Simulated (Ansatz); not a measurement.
# WC (Fm-3m) in Ansatz: a series of runs

The runs below take WC through relaxation of cell and atoms, with PBEsol+D4, RPBE+D3(BJ), revPBE+D3(BJ).

All numbers are computed with Ansatz 0.2.0; they aren't measurements. Logs are shortened: lines on timing, memory, paths and dates and some standing lists are left out, and cuts for length are marked.

## (1) The structure

Symmetry: Fm-3m, No. 225, cubic system. Conventional cell: a = 4.385 Å, b = 4.385 Å, c = 4.385 Å, α = 90.00°, β = 90.00°, γ = 90.00°. W (site symmetry m-3m) is surrounded by 6 C at 2.19 Å. Around C (site symmetry m-3m) lie 6 W at 2.19 Å.

Measurements of this composition are mostly on another form, of space group No. 187.

## (2) Relaxation of cell and atoms, PBEsol+D4

input.yaml

```yaml
crystal:
  lattice:
    - [0.0, 2.192684, 2.192684]
    - [2.192684, 0.0, 2.192684]
    - [2.192684, 2.192684, 0.0]
  atoms:
    - { symbol: W, position: [0.0, 0.0, 0.0] }
    - { symbol: C, position: [0.5, 0.5, 0.5] }
hamiltonian:
  xc: pbesol
  pseudopotentials: { kind: paw }
  dispersion: d4
kpoints:
  mp_grid: { grid: [10, 10, 10] }
scf:
  occupations: { method: fermi_dirac, width: 0.05 }
output:
  forces: true
  stress: true
  eigenvalues: true
relax:
  f_tol: 0.01
  max_steps: 40
  cell: { stress_tol: 0.05 }
```

Potentials or basis: Ansatz PAW.

On the command line:

```
$ ansatz run input.yaml --threads 2 --pin off --max-ram 5632MiB --backend cpu --events-out ev --progress --plain --runs-dir out
```

The program printed:

```text
Warning: RAYON_NUM_THREADS=2 ignored (pool sized by the plan → 2); use --threads N
Engine: ansatz 0.2.0, aarch64-unknown-linux-gnu
Pseudopotentials: kind: paw
Pseudopotential: W, paw, valence charge 14, recommended cutoff 420 eV (normal), W.paw.azcp
Pseudopotential: C, paw, valence charge 4, recommended cutoff 420 eV (normal), C.paw.azcp
Functional definition: PBEsol
  exchange = pbesol_x
  correlation = pbesol_c
Crystal: 2 atoms, lattice volume = 21.084 Å³
Basis set: ecut = 420 eV, 411 PW (Γ), exchange–correlation on 48×48×48 points (8 copies of the dense FFT grid, shifted against one another)
Bands: 13, of which v1, the nominal top of the filled ones, is band 9 counted from 1 (8 counted from 0)
Symmetry: 48 space group operations
Space group: Fm-3m (ITA 225), of the structure as read, at distance tolerance 2.8e-5 Å
k-points: 47 of 1000
Non-local potential: W, projectors of the file, l = 0: 3, l = 1: 2, l = 2: 2, l = 3: 1
Non-local potential: C, projectors of the file, l = 0: 2, l = 1: 2, l = 2: 1
PAW form: soft (Blöchl's): semilocal exchange-correlation on the pseudo side does not see the compensation charge
PAW frozen core: W, regenerated for the run's functional, and the local potential with it (the file was generated under x = pbe(κ = 0.804, μ = 0.2195149727645171), c = pbe(β = 0.06672455060314922))
PAW frozen core: C, regenerated for the run's functional, and the local potential with it (the file was generated under x = pbe(κ = 0.804, μ = 0.2195149727645171), c = pbe(β = 0.06672455060314922))
PAW one-centre angular grid: W, 590 points (default); XC on 64 Gauss nodes
PAW one-centre angular grid: C, 110 points (default); XC on 64 Gauss nodes
Initial density: superposition of atomic densities (neutral atoms: chi_scale 0, normalization atom), corrected by the library's trained network
Initial wavefunctions: pseudopotential atomic-orbital guess
Functional: x = pbesol(κ = 0.804, μ = 0.12345679012345678), c = pbesol(β = 0.046)
SCF iter   1: F=—  HF=-10503.385369 eV  |F-HF|=—  |Δ(HF+E_count)|=         —  Δρ=7.03e-3  dr2=9.25e-3  ethr=1.77e-3  ⟨swp⟩=5.2  Hψ=6865  notcnv=0  defer=44
automatic band count: the SCF goes on with 17 bands, as 13 were too few: the levels above may hold too much charge
preconditioner: auto → none  [insulator: Δε(μ)=0.157 eV  Ē_g=14.538 eV  σ=0.050 eV  W_gap=0.62  n_scr=8 (ndim 8)  ℏωp=25.6 eV  f_vac=0.000  D(μ)=0.72/eV (n_scr^D=8)  ε∞_Penn≈4.1]
SCF iter   2: F=—  HF=-10503.383758 eV  |F-HF|=—  |Δ(HF+E_count)|=   1.61e-3  Δρ=3.21e-3  dr2=1.99e-3  ethr=5.14e-5  ⟨swp⟩=1.1  Hψ=1179  notcnv=0  defer=60
SCF iter   3: F=—  HF=-10503.383488 eV  |F-HF|=—  |Δ(HF+E_count)|=   2.71e-4  Δρ=3.35e-4  dr2=1.44e-5  ethr=1.10e-5  ⟨swp⟩=1.7  Hψ=801  notcnv=0  defer=60
SCF iter   4: F=—  HF=-10503.383482 eV  |F-HF|=—  |Δ(HF+E_count)|=   5.94e-6  Δρ=6.86e-5  dr2=6.77e-7  ethr=8.01e-8  ⟨swp⟩=1.9  Hψ=854  notcnv=0  defer=60
iter 5 did not close the SCF: its close was put off for the readings that it lacked (scf_convergence_deferred on its scf_iter line)
SCF iter   5: F=-10503.383482 eV  HF=-10503.383482 eV  |F-HF|=3.53e-10  |Δ(HF+E_count)|=   1.28e-8  Δρ=6.94e-6  dr2=3.85e-9  ethr=3.76e-9  ⟨swp⟩=2.0  Hψ=884  notcnv=0  defer=60
SCF iter   6: F=-10503.383482 eV  HF=-10503.383482 eV  |F-HF|=1.42e-10  |Δ(HF+E_count)|=   1.90e-9  Δρ=1.01e-6  dr2=1.71e-10  ethr=2.14e-11  ⟨swp⟩=5.4  Hψ=3014  notcnv=0
SCF 1 converged in 6 iterations: F = -10503.383482 eV  dr2 = 1.71e-10
relax step   1: F+E_penalty+E_count = -10503.38348160 eV  Δ(F+E_penalty+E_count) = +0.000e0 eV  max|allowed force component| = 5.029e-30 eV/Å  Δτ_max = 0.0000 Å  P = -14.111 GPa  Ω = 21.084 Å³  (6 SCF iters, dr2 threshold 1.00e-7 eV, accepted)
[... 15 lines left out ...]
relax step   2: F+E_penalty+E_count = -10503.41276830 eV  Δ(F+E_penalty+E_count) = -2.929e-2 eV  max|allowed force component| = 3.123e-30 eV/Å  Δτ_max = 0.0000 Å  P = +7.791 GPa  Ω = 19.922 Å³  energy of the carried Pulay correction = +2.380e-3 eV  (6 SCF iters, dr2 threshold 2.00e-7 eV, accepted)
[... 17 lines left out ...]
relax step   6: F+E_penalty+E_count = -10503.41956924 eV  Δ(F+E_penalty+E_count) = -1.150e-5 eV  max|allowed force component| = 1.150e-29 eV/Å  Δτ_max = 0.0000 Å  P = +0.000 GPa  Ω = 20.292 Å³  energy of the carried Pulay correction = +1.006e-5 eV  (6 SCF iters, dr2 threshold 2.28e-8 eV, accepted)
[... 14 lines left out ...]
relax step   7: F+E_penalty+E_count = -10503.41951693 eV  Δ(F+E_penalty+E_count) = +5.231e-5 eV  max|allowed force component| = 1.407e-29 eV/Å  Δτ_max = 0.0000 Å  P = +0.000 GPa  Ω = 20.292 Å³  stress off target by 1.03e-4 GPa  SCF on the basis re-selected at this cell (its energy is not comparable with the rows above)  (7 SCF iters)
basis re-selected at this cell: Δ(F+E_penalty+E_count) = +5.231e-5 eV, ΔP = +0.000 GPa vs the last step (what re-selecting the basis moved, of the pressure what is left beyond the Pulay correction that the steps carried, after the strain that the cell walked since its last selection, with what the two solves' SCF thresholds leave and, on support functions, any second-order correction that the steps lacked; it is no measure of the basis error at this ecutwfc). This SCF's stress stands 1.03e-4 GPa from its target on what of the cell is left free (relax.cell.stress_tol is 5.00e-2 GPa) and its largest allowed force component is 1.41e-29 eV/Å (relax.f_tol is 1.00e-2 eV/Å): within both
SCF converged after 7 iterations
Free energy (F): -10503.419517 eV
Harris-Foulkes:  -10503.419517 eV  (|F-HF|=1.82e-12)
Internal energy: -10503.413347 eV  (E = F + TS)
E sigma→0 (E₀):  -10503.416432 eV
Entropy (-TS):   -0.006170 eV (-3.085 meV/atom)
Fermi energy:    22.624866 eV
--- Per-component energies (eV) ---
  E_band       = -48.712627
  E_kinetic    = 544.322481
  E_local      = -634.546428  (includes V_loc(G=0)·N_el)
  E_nonlocal   = 29.170402
  E_hartree    = 223.343165
  E_xc         = -314.869013
  E_vxc        = -300.506385  (∫ρ·V_xc dr)
  E_paw        = -8531.250258  (= ΣΔE_a)
  E_vpaw       = -133.838960  (= ΣTr[D̂ρ^β])
  E_aug_tail   = -0.000067  (compensation charges beyond the density's cutoff)
  E_ewald      = -1819.248452
  E_disp       = -0.578070  (pairwise vdW)
  E_core_change = 0.242893  (= ΣΔE_core)
  E_smearing   = -0.006170  (= −TS)
  E_closure    = -0.000000  (closes the sum)
  Σ components = -10503.419517   (vs F -10503.419517, Δ=0.00e0)
--- Forces (eV/Å), atoms counted from 1 ---
  atom   1  W     -0.00000000     0.00000000    -0.00000000
  atom   2  C      0.00000000    -0.00000000     0.00000000
  max |Σ_I F_I| component: 2.66e-29 eV/Å
--- Stress (GPa, compression-positive) ---
        0.000103      -0.000000      -0.000000
       -0.000000       0.000103      -0.000000
       -0.000000      -0.000000       0.000103
  P = ⅓ Tr σ = 0.0001 GPa (0.001 kbar)
--- Band table (eV; the first three rows and the last of 47) ---
  k-point 0: bands = ["-52.7119", "-16.7361", "-16.7361", "-16.7361", "6.4560", "19.6615", "19.6615", "19.6615", "21.4725", "21.4725", "21.4725", "21.5643", "21.5643", "29.4662", "32.1468", "46.4110", "46.4110"]
  k-point 1: bands = ["-52.7076", "-16.8046", "-16.7432", "-16.7432", "6.7513", "18.7371", "19.2135", "19.2135", "20.3234", "20.3234", "21.8477", "23.7382", "23.7382", "29.9747", "32.8303", "43.6717", "44.8266"]
  k-point 2: bands = ["-52.6963", "-16.9807", "-16.7619", "-16.7619", "7.5832", "17.0510", "17.7830", "17.7830", "20.9386", "20.9386", "22.3305", "26.1995", "26.1995", "30.9941", "34.3814", "40.6730", "41.6673"]
  k-point 46: bands = ["-52.6514", "-17.2239", "-17.1090", "-16.9853", "9.5807", "16.2685", "16.3348", "16.4392", "22.2382", "23.8497", "25.0184", "26.0921", "27.9486", "34.1349", "35.0327", "36.5993", "39.4846"]
--- Relaxed structure (5 steps of the walk, 5 accepted, 2 SCFs on fresh bases) ---
  F+E_penalty+E_count = -10503.41951693 eV   max|allowed force component| = 1.407e-29 eV/Å   (the final SCF, on the basis selected at the relaxed cell)
  cell:  # Å, volume = 20.2922 Å³
    - [2.6073968315382375e-34, 2.1648775158520475, 2.164877515852048]
    - [2.1648775158520475, 3.602593016833748e-35, 2.164877515852048]
    - [2.1648775158520475, 2.1648775158520475, -1.0045446347665642e-33]
  atoms:
    - { symbol: W, position: [-2.401720763994396e-36, 2.8591913857075514e-36, 3.7741326291350837e-36] }
    - { symbol: C, position: [0.49999999999999994, 0.49999999999999994, 0.5] }
```

Run time: 7.2 s. Hardware: 2 threads of Arm Neoverse V1, shared host; peak memory 0.3 GiB.

What came out:

- Free energy: -10503.4195 eV
- Relaxed volume: 10.15 Å³/atom
- Relaxed cell: a = 3.062 Å, b = 3.062 Å, c = 3.062 Å, α = 60.00°, β = 60.00°, γ = 60.00°
- Space group after relaxing (to 0.05 Å): Fm-3m (No. 225)
- Energy gained by relaxing: 18.0 meV/atom
- Ionic steps: 7
- Pressure after relaxing: 0.0 GPa
- Band gap on the k mesh: none (metal or under the smearing width)

Step by step:
| step | energy change (eV) | largest force (eV/Å) | volume (Å³) |
| --- | --- | --- | --- |
| 1 | 0.0000 | 0.0000 | 21.08 |
| 2 | -0.0293 | 0.0000 | 19.92 |
| 3 | -0.0374 | 0.0000 | 20.32 |
| 4 | -0.0375 | 0.0000 | 20.30 |
| 5 | -0.0361 | 0.0000 | 20.30 |
| 6 | -0.0361 | 0.0000 | 20.29 |
| 7 | -0.0360 | 0.0000 | 20.29 |

Final structure:
```
W C
1.0
     0.00000    2.16488    2.16488
     2.16488    0.00000    2.16488
     2.16488    2.16488    0.00000
W C
1 1
Direct
  0.00000 0.00000 0.00000
  0.50000 0.50000 0.50000
```

Levels at points of the mesh, in eV from the Fermi level:
| k point | band 7 | band 8 | band 9 | band 10 | band 11 | band 12 |
| --- | --- | --- | --- | --- | --- | --- |
| (0.00, 0.00, 0.00) | -2.96 | -2.96 | -1.15 | -1.15 | -1.15 | -1.06 |
| (0.00, 0.00, -0.50) | -6.91 | -6.91 | 1.07 | 1.07 | 2.43 | 4.91 |
| (0.00, -0.50, -0.50) | -5.72 | -2.58 | -2.58 | 0.87 | 2.38 | 2.38 |

Caveat: the plane-wave basis is chosen anew once the cell has moved, so the energies of steps on either side of that aren't comparable; the pressure holds a Pulay correction of +0.3 GPa for the finite cutoff; pairwise dispersion overbinds metals, which lowers pressure and volume; the PAW data sets come from PBE, with cores solved anew for the run's functional, which leaves a small shift of forces and pressure. Spin-orbit coupling is left out, which matters for the levels of W.

## (3) Relaxation of cell and atoms, RPBE+D3(BJ)

Changes to input.yaml since step 2:

```diff
@@ -9,5 +9,5 @@
 hamiltonian:
-  xc: pbesol
+  xc: rpbe
   pseudopotentials: { kind: paw }
-  dispersion: d4
+  dispersion: d3bj
 kpoints:
```

Potentials or basis: Ansatz PAW.

On the command line:

```
$ ansatz run input.yaml --threads 2 --pin off --max-ram 5632MiB --backend cpu --events-out ev --progress --plain --runs-dir out
```

It took 5.7 s on 2 threads of Arm Neoverse V1, shared host; peak memory 0.3 GiB.

It converged, with:

```
Free energy                            : -10654.7357 eV
Relaxed volume                         : 9.50 Å³/atom
Relaxed cell                           : a = 2.996 Å, b = 2.996 Å, c = 2.996 Å, α = 60.00°, β = 60.00°, γ = 60.00°
Space group after relaxing (to 0.05 Å) : Fm-3m (No. 225)
Energy gained by relaxing              : 140.4 meV/atom
Ionic steps                            : 7
Pressure after relaxing                : 0.0 GPa
Band gap on the k mesh                 : none (metal or under the smearing width)
```

The path:
```
step  energy change (eV)  largest force (eV/Å)  volume (Å³)
   1              0.0000                0.0000        21.08
   2             -0.2220                0.0000        18.15
   3             -0.2818                0.0000        19.17
   4             -0.2838                0.0000        19.02
   5             -0.2809                0.0000        19.02
   6             -0.2809                0.0000        19.01
   7             -0.2808                0.0000        19.01
```

Final structure:
```cif
data_structure
_symmetry_space_group_name_H-M 'P 1'
_symmetry_Int_Tables_number 1
_cell_length_a 2.9957
_cell_length_b 2.9957
_cell_length_c 2.9957
_cell_angle_alpha 60.000
_cell_angle_beta 60.000
_cell_angle_gamma 60.000
_cell_volume 19.01
loop_
_atom_site_label
_atom_site_type_symbol
_atom_site_fract_x
_atom_site_fract_y
_atom_site_fract_z
_atom_site_occupancy
W1 W 0.00000 0.00000 0.00000 1
C1 C 0.50000 0.50000 0.50000 1
```

Levels at points of the mesh, in eV from the Fermi level:
```tsv
k point	band 7	band 8	band 9	band 10	band 11	band 12
(0.00, 0.00, 0.00)	-3.22	-3.22	-1.32	-1.32	-1.32	-1.11
(0.00, 0.00, -0.50)	-7.43	-7.43	1.22	1.22	2.72	4.99
(0.00, -0.50, -0.50)	-5.89	-2.73	-2.73	1.01	2.67	2.67
```

Caveat: the plane-wave basis is chosen anew once the cell has moved, so the energies of steps on either side of that aren't comparable; the pressure holds a Pulay correction of +0.4 GPa for the finite cutoff; pairwise dispersion overbinds metals, which lowers pressure and volume; the PAW data sets come from PBE, with cores solved anew for the run's functional, which leaves a small shift of forces and pressure.

## (4) Relaxation of cell and atoms, revPBE+D3(BJ)

Changes to input.yaml since step 3:

```diff
@@ -9,3 +9,3 @@
 hamiltonian:
-  xc: rpbe
+  xc: revpbe
   pseudopotentials: { kind: paw }
```

On the command line:

```
$ ansatz run input.yaml --threads 2 --pin off --max-ram 5632MiB --backend cpu --events-out ev --progress --plain --runs-dir out
```

It took 5.7 s on 2 threads of Arm Neoverse V1, shared host; peak memory 0.3 GiB.

Results (log left out):

```
Free energy                            : -10646.8628 eV
Relaxed volume                         : 10.20 Å³/atom
Relaxed cell                           : a = 3.067 Å, b = 3.067 Å, c = 3.067 Å, α = 60.00°, β = 60.00°, γ = 60.00°
Space group after relaxing (to 0.05 Å) : Fm-3m (No. 225)
Energy gained by relaxing              : 13.4 meV/atom
Ionic steps                            : 7
Pressure after relaxing                : 0.0 GPa
Band gap on the k mesh                 : none (metal or under the smearing width)
```

Step by step:
```tsv
step	energy change (eV)	largest force (eV/Å)	volume (Å³)
1	0.0000	0.0000	21.08
2	-0.0228	0.0000	20.09
3	-0.0280	0.0000	20.41
4	-0.0281	0.0000	20.40
5	-0.0269	0.0000	20.40
6	-0.0269	0.0000	20.39
7	-0.0268	0.0000	20.39
```

Final structure:
```xyz
2
Lattice="0.0000 2.1684 2.1684 2.1684 0.0000 2.1684 2.1684 2.1684 0.0000" Properties=species:S:1:pos:R:3 pbc="T T T"
W     0.0000    0.0000    0.0000
C     2.1684    2.1684    2.1684
```

Levels at points of the mesh, in eV from the Fermi level:
```tsv
k point	band 6	band 7	band 8	band 9	band 10	band 11	band 12	band 13
(0.00, 0.00, 0.00)	-2.93	-2.93	-2.93	-1.18	-1.18	-1.18	-1.04	-1.04
(0.00, 0.00, -0.50)	-10.14	-6.89	-6.89	1.06	1.06	2.42	4.90	9.10
(0.00, -0.50, -0.50)	-6.08	-5.74	-2.61	-2.61	0.87	2.36	2.36	5.73
```

Caveat: the plane-wave basis is chosen anew once the cell has moved, so the energies of steps on either side of that aren't comparable; the pressure holds a Pulay correction of +0.3 GPa for the finite cutoff; pairwise dispersion overbinds metals, which lowers pressure and volume; the PAW data sets come from PBE, with cores solved anew for the run's functional, which leaves a small shift of forces and pressure.

## (5) Overview

```csv
level,gap on the mesh (eV),pressure (GPa),relaxed volume (Å³/atom)
PBEsol+D4,none,0.0,10.15
RPBE+D3(BJ),none,0.0,9.50
revPBE+D3(BJ),none,0.0,10.20
```

Alike in all rows: task relaxation of cell and atoms; potentials or basis Ansatz PAW; no spin polarisation; cell relaxed; k mesh 10 × 10 × 10; cutoff (eV) 420; smearing fermi-dirac 0.05 eV.

Caveats: the plane-wave basis is chosen anew once the cell has moved, so the energies of steps on either side of that aren't comparable; pairwise dispersion overbinds metals, which lowers pressure and volume; the PAW data sets come from PBE, with cores solved anew for the run's functional, which leaves a small shift of forces and pressure.

Absolute energies hang on the potentials; compare differences alone.
